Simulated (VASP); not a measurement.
Here is a VASP 6.6.1 calculation.

The input INCAR:

```
SYSTEM = NiO
PREC = Accurate ; ENCUT = 520
EDIFF = 1E-7 ; ISMEAR = 0
SIGMA = 0.02 ; LREAL = .False.
LASPH = .True. ; NELM = 150
ALGO = Normal ; ISIF = 2
LWAVE = .False. ; LCHARG = .False.
ISPIN = 2 ; MAGMOM = 2 -2 0 0
LORBIT = 11 ; LMAXMIX = 4
GGA = PE ; NBANDS = 28
```

Contents of KPOINTS:

```
Automatic mesh
0
Gamma
  9 9 9
  0 0 0
```

Contents of POSCAR:

```
NiO
1.0
    0.0000000000      1.6606214600      4.6616119200
   -1.4381403700     -0.8303107300      4.6616119200
    1.4381403700     -0.8303107300      4.6616119200
Ni O
2 2
Direct
    0.5000000000     -0.5000000000      0.5000000000
    1.0000000000      0.0000000000      1.0000000000
    0.2500000000      0.2500000000      0.2500000000
    0.7500000000      0.7500000000      0.7500000000
```

Potentials or basis: VASP PAW PBE potentials, release 64 (Ni, O).

Run with:

```sh
$ cat potpaw_PBE.64/Ni/POTCAR potpaw_PBE.64/O/POTCAR > POTCAR
$ mpirun -np 1 vasp_std > vasp.out
```

(1) Predict the site moments.

(2) Estimate the pressure.

(3) Estimate the net moment.

Answers

(1) Ni +1.29, -1.29; O +0.00 μB.

(2) 23.7 GPa.

(3) 0.00 μB per cell.

Caveat: so large a pressure means that the cell lies far from this level's equilibrium, or that cutoff or potentials fall short.
